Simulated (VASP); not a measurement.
**Ge: equation of state with PBEsol**

Ge:

```
Ge
1.0
     1.45967   -2.53466    0.00000
     1.45967    2.53466    0.00000
     0.00000    0.00000    4.95796
Ge
2
Cartesian
  1.4597 0.8448 1.2395
  1.4597 -0.8448 3.7185
```

This isn't the form of Ge at room conditions, which is diamond.

```
Program                : VASP 6.6.1
Task                   : equation of state
Functional             : PBEsol
Potentials or basis    : VASP PAW PBE potentials, release 64 (Ge_d)
Cutoff                 : 520 eV
k mesh                 : 8 × 8 × 6
Occupations            : fermi-dirac, width 0.05 eV
Spin                   : no spin polarisation
Ladder                 : gaps
Further INCAR settings : ALGO = Normal; EDIFF = 1e-07
```

```
Equilibrium volume                        : 18.35 Å³/atom
Bulk modulus at fixed shape and positions : 79 GPa
Pressure derivative of the bulk modulus   : 4.4 (rough: it moves with the points fitted)
```

Energy against volume, from the lowest point:
```tsv
volume (Å³/atom)	energy (meV/atom)
17.610	7.94
17.976	1.94
18.343	0.00
18.710	1.70
19.077	6.66
```

All runs of the series together: 2.1 min on 1 thread of AMD EPYC 9R45 (Zen 5) (shared host).

Caveat: the cell was scaled at fixed shape and fractional positions, which overstates the stiffness of a crystal with free parameters, most of all of layers and chains; the PAW data sets were made with another functional, which shifts forces and pressure a little.
